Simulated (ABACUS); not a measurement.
The system is TePb.

```
Pb Te
1.0
     0.00000    3.23100    3.23100
     3.23100    0.00000    3.23100
     3.23100    3.23100    0.00000
Pb Te
1 1
Direct
  0.00000 0.00000 0.00000
  0.50000 0.50000 0.50000
```

Base run:

- Program: ABACUS 3.10.1
- Functional: rPW86PBE
- Potentials or basis: GBRV ultrasoft 1.5 PBE
- Cutoff: 544 eV
- Density cutoff: 4354 eV
- Basis: plane waves
- k mesh: 6 × 6 × 6
- Occupations: fermi-dirac, width 0.05 eV
- Spin: no spin polarisation

Its results: band gap on the k mesh 0.69 eV, direct; pressure 4.8 GPa.

Question: The run is repeated on the same cell with these changes: functional from rPW86PBE to revPBE; potentials or basis from GBRV ultrasoft 1.5 PBE to PseudoDojo NC SR 0.4.1 PBE standard; cutoff from 544 eV to 1129 eV; density cutoff from 4354 eV to 4517 eV; valence electrons from 20 to 30. What comes out?

Answer: Band gap on the k mesh 0.78 eV, direct; pressure 3.2 GPa.

Caveats: the potentials were made for another functional, which shifts forces and pressure; spin-orbit coupling is left out, which as a rule narrows the gap of such compounds by several tenths of an eV.

A k mesh can miss the band edges.

Not every run made on this cell is shown here.
